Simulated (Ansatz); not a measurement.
# Bands of CdTe

```
Cd Te
1.0
     3.06529   -3.09461    0.00000
     3.06529    3.09461    0.00000
     0.00000    0.00000    6.09065
Cd Te
2 2
Direct
  0.27703 0.72297 0.75000
  0.72297 0.27703 0.25000
  0.76614 0.23386 0.75000
  0.23386 0.76614 0.25000
```

Atom numbers follow the list: Cd1, Cd2, Te3, Te4.

The cell is the one relaxed in the Materials Project (mp-1066480), not relaxed further here; entries there can be hypothetical.

No spin–orbit coupling, which matters for the heavy atoms here.

Computed with DFT, PBEsol, all-electron LAPW, scalar-relativistic in Ansatz 0.2.0.

Settings: a Γ-centred 9×9×6 k mesh, Fermi–Dirac smearing of 0.05 eV, basis error target 1 meV/atom, no spin polarisation.

Points in fractions of the reciprocal vectors of this cell: Γ (0, 0, 0), Y (-0.5, 0.5, 0), C0 (-0.495, 0.505, 0), Σ0 (0.495, 0.495, 0), Z (0, 0, 0.5), A0 (0.495, 0.495, 0.5), E0 (-0.495, 0.505, 0.5), T (-0.5, 0.5, 0.5). The path joins them by straight lines in the order Γ–Y–C0–Σ0–Γ–Z–A0–E0–T; legs that retrace an earlier one aren't tabulated. Energies are in eV from the Fermi level.

(1) List the levels at A0 between -20 and 4.5 eV.

(2) List the levels at Γ between -20 and 4.5 eV.

(3) List the levels at Σ0 between -20 and 4.5 eV.

(4) What is the band gap?

## Answers

(1) -10.55 (×2), -8.25 (×2), -8.13 (×2), -8.13 (×2), -8.02 (×2), -7.57 (×2), -3.36 (×2), -3.12 (×2), -3.09 (×2), 2.37 (×2).

(2) -11.50, -10.67, -8.20, -8.18, -8.17, -8.15, -8.14 (×2), -8.13, -8.02 (×2), -7.41, -3.98, -2.03, -2.00, -1.31, -0.45, -0.41, -0.35, 0.20, 4.22.

(3) -10.69 (×2), -8.21 (×2), -8.13, -8.12, -8.03 (×2), -8.02 (×2), -7.44, -7.42, -4.02, -3.99, -2.00, -1.98, -1.95, -1.93, -1.27, -1.20, 4.11, 4.29.

(4) none: bands cross the Fermi level, a metal.
